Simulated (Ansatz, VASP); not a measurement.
Sb in VASP and in Ansatz

```
CELL_PARAMETERS angstrom
3.98731 0.00000 0.00000
-1.99366 3.45311 0.00000
0.00000 0.00000 28.00000
ATOMIC_POSITIONS crystal
Sb 0.33333 0.66667 0.52999
Sb 0.66667 0.33333 0.47001
```

Change from the starting cell: biaxial strain -0.020, atoms relaxed.

Alike in both runs: functional PBE; dispersion D3(BJ); k mesh 9 × 9 × 1; occupations gaussian, width 0.02 eV; no spin polarisation.

Ansatz relaxed the structure, and its values are those at the end. VASP's run is a single point on that final structure, the one shown.

|  | VASP | Ansatz |
| --- | --- | --- |
| version | VASP 6.6.1 | Ansatz 0.2.0 |
| potentials or method | VASP PAW PBE potentials, release 64 (Sb) | scalar-relativistic, plane waves, PAW |
| plane-wave cutoff (eV) | 520 | 420 |
| valence electrons in the cell | 10 | 30 |

```csv
,VASP,Ansatz,Ansatz less VASP
gap on the k mesh at the Fermi level (eV),0.95,0.94,-0.009
least direct gap on the mesh (eV),1.75,1.77,+0.022
rms of the force components (eV/Å),0.057,0.005,-0.0521
```

The two sets of potentials don't hold the same shells in valence. Ansatz warned: «stress_scf_threshold_loose».

Caveats: spin-orbit coupling is left out, which moves the levels of the heavy elements.
